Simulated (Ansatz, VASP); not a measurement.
# Two plane-wave programs on NaF

```
Na F
1.0
     0.00000    2.32330    2.32330
     2.32330    0.00000    2.32330
     2.32330    2.32330    0.00000
Na F
1 1
Direct
  0.00000 0.00000 0.00000
  0.50000 0.50000 0.50000
```

Alike in both runs: task electric field gradients; functional PBE; k mesh 11 × 11 × 11; occupations fermi-dirac, width 0.03 eV; no spin polarisation.

|  | VASP | Ansatz |
| --- | --- | --- |
| version | VASP 6.6.1 | Ansatz 0.2.0 |
| potentials or method | VASP PAW PBE potentials, release 64 (Na_pv, F) | PAW with Ansatz's default frozen-core files, scalar-relativistic |
| plane-wave cutoff (eV) | 520 | 420 |
| valence electrons in the cell | 14 | 16 |

```tsv
	VASP	Ansatz	Ansatz less VASP
gap on the k mesh at the Fermi level (eV)	6.26	6.27	+0.016
pressure (GPa)	1.6	1.7	+0.12
Vzz of the field gradient on the site that differs most (V/Å²)	0.0	0.0	-0.02
```

The two sets of potentials don't hold the same shells in valence.

Caveats: an odd mesh through Γ misses points on the zone boundary, where band edges often lie. PBE gaps usually lie below the measured ones, often by a third to a half.
